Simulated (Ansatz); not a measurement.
HfS2 built on the CdI2 prototype at its r2SCAN+rVV10 geometry, in Ansatz. One PBE run serves as the base. The settings are then varied one at a time, some on purpose to values that make no sense. Doubtful ones may also carry a cap on iterations. All numbers are computed, and spin polarisation is off unless an edit sets a moment.

Base input:
```yaml
crystal:
  lattice:
    - [3.6302959563, 0.0, 0.0]
    - [-1.8151479781, 3.1439285214, 0.0]
    - [0.0, 0.0, 5.8783581538]
  atoms:
    - { symbol: Hf, position: [0.0, 0.0, 0.0] }
    - { symbol: S, position: [0.3333333333, 0.6666666667, 0.2446279711] }
    - { symbol: S, position: [0.6666666667, 0.3333333333, 0.7553720289] }
kpoints:
  mp_grid: { grid: [6, 6, 4] }
hamiltonian:
  xc: pbe
scf:
  occupations: { method: fixed }
  n_extra_bands: 4
output:
  forces: true
  stress: true
  eigenvalues: true
```

Base results:
```
Basis set: ecut = 420 eV, 1315 PW (Γ)
Symmetry: 12 space group operations
Space group: P-3m1 (ITA 164)
k-points: 24 of 144
SCF converged after 7 iterations
Free energy (F): -17530.159610 eV
Fermi energy:    9.052850 eV
--- Forces (eV/Å), atoms counted from 1 ---
  atom   1  Hf      0.00000      0.00000      0.00000
  atom   2  S       0.00000      0.00000      0.11380
  atom   3  S       0.00000      0.00000    -0.11380
--- Stress (GPa, compression-positive) ---
        1.972272       0.000000       0.000000
        0.000000       1.972272       0.000000
        0.000000       0.000000       2.639207
  P = ⅓ Tr σ = 2.1946 GPa (21.946 kbar)
```
The gap over this mesh is 1.036 eV.

Run as `ansatz run input.yaml --threads 4 --pin off --max-ram 3686MiB --backend cpu --events-out ev --progress --plain --runs-dir out`. Wall time 1.3 s on 4 threads of Arm Neoverse N1, on a shared host, load about 0.9 per core; peak host memory 0.36 GiB.

One of the further runs printed
```
SCF converged after 7 iterations
Free energy (F): -17529.054153 eV
Fermi energy:    9.042395 eV
--- Forces (eV/Å), atoms counted from 1 ---
  atom   1  Hf      0.00000      0.00000      0.00000
  atom   2  S       0.00000      0.00000      0.12836
  atom   3  S       0.00000      0.00000    -0.12836
--- Stress (GPa, compression-positive) ---
        2.005151       0.000000       0.000000
        0.000000       2.005151       0.000000
        0.000000       0.000000       2.774048
  P = ⅓ Tr σ = 2.2615 GPa (22.615 kbar)
--- Band table (eV; the first three rows and the last of 24) ---
  k-point 0: bands = […, 4.2307, 6.1748, 6.1748, 8.9289, 8.9289, 9.0424, 10.9408, 10.9408, 11.5884, 14.4095]
  k-point 1: bands = […, 4.6851, 6.1943, 6.1943, 8.1677, 8.8602, 8.8602, 10.9232, 10.9232, 11.7687, 14.6173]
  k-point 2: bands = […, 5.3619, 6.2134, 6.2134, 7.1999, 8.7937, 8.7937, 10.9046, 10.9046, 11.8524, 14.8436]
  k-point 23: bands = […, 5.2502, 5.2581, 5.2581, 6.7827, 7.1825, 7.1825, 11.7415, 12.3268, 12.3268, 15.2382]
```

Q: Which setting had been changed?
A. scf.n_extra_bands: 0
B. scf.mixing.ndim: 30
C. scf.mixing.preconditioner: kerker
D. basis.ecutwfc: 250

A: D. 603 plane waves in place of 1315. The free energy moves by +368 meV an atom, the mean stress by +0.07 GPa and the gap on the mesh by -0.020 eV (to 1.016). The basis is too small: these are errors of the cutoff.

Q: Predict the outcome of this edit.
```yaml
basis:
  xc_grid: 3
```

A: Energy, stress and gap stay within 1 meV an atom, 0.1 GPa and 0.005 eV of the base. The result hardly depends on this setting here.

Q: Predict the outcome of this edit.
```yaml
scf:
  max_iter: 97
basis:
  ecutrho_ratio: 8
```

A: Energy, stress and gap stay within 1 meV an atom, 0.1 GPa and 0.005 eV of the base. The result hardly depends on this setting here.

Q: The input is altered as follows. How does the run end?
```yaml
scf:
  occupations: { method: gaussian, width: 0.5 }
```

A: The free energy moves by -0.9 meV an atom, the mean stress by -0.02 GPa and the gap on the mesh by +0.007 eV (to 1.043). The term −TS is -5.1 meV an atom. The width begins to be felt.
Lines that differ from the base's log, and the results:
```
SCF converged after 7 iterations
Free energy (F): -17530.162305 eV
Internal energy: -17530.146901 eV  (E = F + TS)
E sigma→0 (E₀):  -17530.154603 eV
Entropy (-TS):   -0.015403 eV (-5.134 meV/atom)
Fermi energy:    9.536184 eV
--- Forces (eV/Å), atoms counted from 1 ---
  atom   1  Hf      0.00000      0.00000      0.00000
  atom   2  S       0.00000      0.00000      0.12318
  atom   3  S       0.00000      0.00000    -0.12318
--- Stress (GPa, compression-positive) ---
        1.926684       0.000000       0.000000
        0.000000       1.926684       0.000000
        0.000000       0.000000       2.662378
  P = ⅓ Tr σ = 2.1719 GPa (21.719 kbar)
--- Band table (eV; the first three rows and the last of 24) ---
  k-point 0: bands = […, 4.2538, 6.2026, 6.2026, 8.9381, 8.9381, 9.0485, 10.9841, 10.9841, 11.6287, 14.4285]
  k-point 1: bands = […, 4.7073, 6.2223, 6.2223, 8.1799, 8.8708, 8.8708, 10.9624, 10.9624, 11.8134, 14.6350]
  k-point 2: bands = […, 5.3835, 6.2426, 6.2426, 7.2144, 8.8050, 8.8050, 10.9404, 10.9404, 11.8921, 14.8631]
  k-point 23: bands = […, 5.2816, 5.2900, 5.2900, 6.8167, 7.2076, 7.2076, 11.7800, 12.3630, 12.3630, 15.2669]
```

Q: These lines are set or replaced. What follows?
```yaml
scf:
  mixing: { preconditioner: resta }
```

A: It converges in 7 iterations, as the base does. This key steers the way to the solution, not the solution: the results stay as they were.

One of the further runs printed
```
SCF converged after 7 iterations
Free energy (F): -17372.554352 eV
Fermi energy:    8.973004 eV
--- Forces (eV/Å), atoms counted from 1 ---
  atom   1  Hf      0.00000      0.00000      0.00000
  atom   2  S       0.00000      0.00000    -0.09067
  atom   3  S       0.00000      0.00000      0.09067
--- Stress (GPa, compression-positive) ---
       -1.791636       0.000000       0.000000
        0.000000      -1.791636       0.000000
        0.000000       0.000000      -0.430052
  P = ⅓ Tr σ = -1.3378 GPa (-13.378 kbar)
--- Band table (eV; the first three rows and the last of 24) ---
  k-point 0: bands = […, 4.1111, 6.1033, 6.1033, 8.8688, 8.8688, 8.9730, 10.8206, 10.8206, 11.4603, 14.2783]
  k-point 1: bands = […, 4.5727, 6.1231, 6.1231, 8.0772, 8.8003, 8.8003, 10.7984, 10.7984, 11.6475, 14.5238]
  k-point 2: bands = […, 5.2636, 6.1435, 6.1435, 7.0890, 8.7333, 8.7333, 10.7758, 10.7758, 11.7227, 14.7578]
  k-point 23: bands = […, 5.1546, 5.1570, 5.1570, 6.7005, 7.1176, 7.1176, 11.6114, 12.2030, 12.2030, 15.1331]
```

Q: Which setting had been changed?
A. scf.mixing.ndim: 30
B. scf.n_extra_bands: 0
C. scf.occupations: cold 0.001
D. hamiltonian.xc: pbesol

A: D. The mean stress moves by -3.53 GPa and the gap on the mesh by -0.090 eV (to 0.947). It's another functional on the same cell, so totals aren't comparable.

Q: Predict the outcome of this edit.
```yaml
scf:
  occupations: { method: gaussian, width: 0.001 }
```

A: Energy, stress and gap stay within 1 meV an atom, 0.1 GPa and 0.005 eV of the base. The width is small against the gap, so it doesn't matter.

Q: The input is altered as follows. How does the run end?
```yaml
basis:
  ecutwfc: 200
```

A: 403 plane waves in place of 1315. The free energy moves by +2144 meV an atom, the mean stress by -0.72 GPa and the gap on the mesh by -0.039 eV (to 0.997). The basis is too small: these are errors of the cutoff.
```
Warning: basis.ecutwfc = 200 eV is below the records' recommended 420 eV, and the density's cutoff is lower with it unless basis.ecutrho_ratio is high enough to keep the records' density cutoff: compare with a run at a higher cutoff
Basis set: ecut = 200 eV, 403 PW (Γ)
SCF converged after 7 iterations
Free energy (F): -17523.729107 eV
Fermi energy:    9.033140 eV
--- Forces (eV/Å), atoms counted from 1 ---
  atom   1  Hf      0.00000      0.00000      0.00000
  atom   2  S       0.00000      0.00000      0.03930
  atom   3  S       0.00000      0.00000    -0.03930
--- Stress (GPa, compression-positive) ---
        1.262575       0.000000       0.000000
        0.000000       1.262575       0.000000
        0.000000       0.000000       1.898008
  P = ⅓ Tr σ = 1.4744 GPa (14.744 kbar)
```

No spin-orbit coupling is included; it can move band edges with weight on the heavy atoms by tenths of an eV.
